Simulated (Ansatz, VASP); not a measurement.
# Two plane-wave programs on LiF

Contents of INCAR:

```
SYSTEM = LiF
PREC     = Accurate       ! precision mode
ENCUT    = 520            ! plane-wave cutoff, eV
EDIFF    = 1E-6           ! SCF threshold, eV
ISMEAR   = 0              ! smearing method
SIGMA    = 0.1            ! smearing width, eV
LREAL    = .False.        ! projectors in reciprocal space
LASPH    = .True.         ! aspherical terms in the spheres
NELM     = 100            ! most SCF steps
ALGO     = Normal         ! electronic algorithm
ISIF     = 2              ! what is computed and relaxed
LWAVE    = .False.        ! write WAVECAR
LCHARG   = .True.         ! write CHGCAR
LELF     = .True.         ! ELF
LVHAR    = .True.       
NBANDS   = 12             ! bands
```

Contents of KPOINTS:

```
regular mesh
0
Gamma
  8 8 8
  0 0 0
```

Contents of POSCAR:

```
LiF
1.0
    2.5595330000      0.0000000000      0.0000000000
    0.0000000000      2.5595330000      0.0000000000
    0.0000000000      0.0000000000      2.5595330000
Li F
1 1
Direct
    0.0000000000      0.0000000000      0.0000000000
    0.5000000000      0.5000000000      0.5000000000
```

Input for Ansatz:

```yaml
crystal:
  lattice:
    - [2.559533, 0.0, 0.0]
    - [0.0, 2.559533, 0.0]
    - [0.0, 0.0, 2.559533]
  atoms:
    - { symbol: Li, position: [0.0, 0.0, 0.0] }
    - { symbol: F, position: [0.5, 0.5, 0.5] }
basis:
  ecutwfc: 420
kpoints:
  mp_grid: { grid: [8, 8, 8] }
hamiltonian:
  xc: lda
scf:
  occupations: { method: gaussian, width: 0.1 }
output:
  forces: true
  stress: true
  eigenvalues: true
```

Measurements of this composition are mostly on another form, of space group No. 225.

Alike in both runs: task single point; functional LDA; k mesh 8 × 8 × 8; occupations gaussian, width 0.1 eV; no spin polarisation.

```csv
,VASP,Ansatz
version,VASP 6.6.1,Ansatz 0.2.0
potentials or method,"VASP PAW LDA potentials, release 64 (Li_sv, F)","scalar-relativistic, plane waves, PAW"
plane-wave cutoff (eV),520,420
valence electrons in the cell,10,10
```

|  | VASP | Ansatz | Ansatz less VASP |
| --- | --- | --- | --- |
| gap on the k mesh at the Fermi level (eV) | 7.30 | 7.31 | +0.004 |
| least direct gap on the mesh (eV) | 7.99 | 7.99 | +0.004 |

 Expect the measured gap to be larger: semilocal functionals such as LDA lack the derivative discontinuity. A k mesh can miss the band edges.
